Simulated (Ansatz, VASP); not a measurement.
**Two plane-wave programs on TiO2**

The input INCAR:

```
  PREC = Accurate
  ENCUT = 520
  EDIFF = 1E-6
  ISMEAR = 0
  SIGMA = 0.01
  LREAL = False
  LASPH = True
  NELM = 100
  ALGO = Normal
  ISIF = 2
  LWAVE = False
  LCHARG = False
  GGA = PS
  NBANDS = 19
```

File KPOINTS:

```
Automatic mesh
0
Gamma
  6 6 6
```

The input POSCAR:

```
TiO2
1.0
    0.0000000000      2.3968272579      2.3968272579
    2.3968272579      0.0000000000      2.3968272579
    2.3968272579      2.3968272579      0.0000000000
Ti O
1 2
Direct
    0.0000000000      0.0000000000      0.0000000000
    0.2500000000      0.2500000000      0.2500000000
    0.7500000000      0.7500000000      0.7500000000
```

Input for Ansatz:

```yaml
crystal:
  lattice:
    - [0.0, 2.3968272579, 2.3968272579]
    - [2.3968272579, 0.0, 2.3968272579]
    - [2.3968272579, 2.3968272579, 0.0]
  atoms:
    - { symbol: Ti, position: [0.0, 0.0, 0.0] }
    - { symbol: O, position: [0.25, 0.25, 0.25] }
    - { symbol: O, position: [0.75, 0.75, 0.75] }
kpoints:
  mp_grid: { grid: [6, 6, 6] }
hamiltonian:
  xc: pbesol
scf:
  occupations: { method: fixed }
  n_extra_bands: 4
output:
  forces: true
  stress: true
  eigenvalues: true
```

The cell was built by a generator and needn't be a form met in nature.

Alike in both runs: task single point; functional PBEsol; k mesh 6 × 6 × 6; no spin polarisation.

|  | VASP | Ansatz |
| --- | --- | --- |
| version | VASP 6.6.1 | Ansatz 0.2.0 |
| potentials or method | VASP PAW PBE potentials, release 64 (Ti_sv, O) | plane waves, PAW |
| plane-wave cutoff (eV) | 520 | 420 |
| occupations | gaussian, width 0.01 eV | fixed |
| valence electrons in the cell | 24 | 24 |

|  | VASP | Ansatz | Ansatz less VASP |
| --- | --- | --- | --- |
| gap on the k mesh at the Fermi level (eV) | 1.07 | 1.09 | +0.019 |
| pressure (GPa) | -1.9 | -2.7 | -0.86 |

Caveats: the PAW data sets were made with another functional, which shifts forces and pressure a little (VASP). A k mesh can miss the band edges. A hybrid or GW would open this gap; PBEsol tends to underestimate it.
